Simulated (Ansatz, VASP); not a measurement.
GaN: VASP beside Ansatz

Contents of INCAR:

```
PREC = Accurate
ENCUT = 520
EDIFF = 1E-6
ISMEAR = 0
SIGMA = 0.020999999999999998
LREAL = F
LASPH = T
NELM = 80
ALGO = Normal
ISIF = 2
LWAVE = F
LCHARG = F
GGA = PE
NBANDS = 16
```

File KPOINTS:

```
regular mesh
0
Gamma
  10 10 10
```

Contents of POSCAR:

```
GaN
1.0
    0.0000000000      2.2535006075      2.2535006075
    2.2535006075      0.0000000000      2.2535006075
    2.2535006075      2.2535006075      0.0000000000
Ga N
1 1
Direct
    0.0000000000      0.0000000000      0.0000000000
    0.2500000000      0.2500000000      0.2500000000
```

The input input.yaml:

```yaml
crystal:
  lattice:
    - [0.0, 2.2535006075, 2.2535006075]
    - [2.2535006075, 0.0, 2.2535006075]
    - [2.2535006075, 2.2535006075, 0.0]
  atoms:
    - { symbol: Ga, position: [0.0, 0.0, 0.0] }
    - { symbol: "N", position: [0.25, 0.25, 0.25] }
hamiltonian:
  xc: pbe
  pseudopotentials: { kind: paw }
kpoints:
  mp_grid: { grid: [10, 10, 10] }
scf:
  occupations: { method: gaussian, width: 0.021 }
output:
  forces: true
  stress: true
  eigenvalues: true
  write_density: true
  write_potential: true
  elf: true
  volumetric_format: npy
```

The cell is a database's computed one.

Alike in both runs: task single point; functional PBE; k mesh 10 × 10 × 10; occupations gaussian, width 0.021 eV; no spin polarisation.

|  | VASP | Ansatz |
| --- | --- | --- |
| version | VASP 6.6.1 | Ansatz 0.2.0 |
| potentials or method | VASP PAW PBE potentials, release 64 (Ga_d, N) | Ansatz PAW |
| plane-wave cutoff (eV) | 520 | 420 |
| valence electrons in the cell | 18 | 18 |

```tsv
	VASP	Ansatz	Ansatz less VASP
gap on the k mesh at the Fermi level (eV)	1.72	1.72	-0.007
least direct gap on the mesh (eV)	1.72	1.72	-0.007
pressure (GPa)	5.1	5.0	-0.07
```

Caveats: the pressure holds a Pulay correction of +0.5 GPa for the finite cutoff (Ansatz). Expect the measured gap to be larger: semilocal functionals such as PBE lack the derivative discontinuity.
